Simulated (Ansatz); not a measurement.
The system is CuCl2.

```
CELL_PARAMETERS angstrom
-2.25486 2.25486 6.85990
2.25486 -2.25486 6.85990
2.25486 2.25486 -6.85990
ATOMIC_POSITIONS crystal
Cu 0.00000 0.00000 0.00000
Cl 0.00000 0.50000 0.50000
Cl 0.50000 0.00000 0.50000
```

Measurements of this composition are mostly on another form, of space group No. 12.

| Item | Value |
| --- | --- |
| Program | Ansatz 0.2.0 |
| Task | relaxation of cell and atoms |
| Functional | PBEsol |
| Potentials or basis | Ansatz PAW |
| Cutoff | 420 eV (not typed: the program's choice for these potentials) |
| k mesh | 8 × 8 × 8 |
| Occupations | fermi-dirac, width 0.05 eV |
| Spin | no spin polarisation |
| Hubbard terms | Cu d U = 4 eV |

At the start: volume 46.50 Å³/atom.

Task: Where does the relaxation end?

Result: It ends after 4 steps and the volume is 45.49 Å³/atom (-2.2 %); space group I4/mmm (No. 139, to 0.05 Å).

Step by step:
```tsv
step	energy change (eV)	largest force (eV/Å)	volume (Å³)
1	0.0000	0.0000	139.51
2	-0.0069	0.0000	138.12
3	-0.0096	0.0000	136.47
4	-0.0094	0.0000	136.47
```

Final structure:
```xyz
3
Lattice="-2.2310 2.2310 6.8543 2.2310 -2.2310 6.8543 2.2310 2.2310 -6.8543" Properties=species:S:1:pos:R:3 pbc="T T T"
Cu    0.0000    0.0000    0.0000
Cl    2.2310    0.0000    0.0000
Cl    0.0000    2.2310    0.0000
```

Caveat: the plane-wave basis is chosen anew once the cell has moved, so the energies of steps on either side of that aren't comparable; an odd number of electrons without spin polarisation forces a metal; a magnetic or distorted state may lie lower; the run has no spin polarisation, though such a crystal can be magnetic; U without spin polarisation on a metal has little footing; the PAW data sets come from PBE, with cores solved anew for the run's functional, which leaves a small shift of forces and pressure.
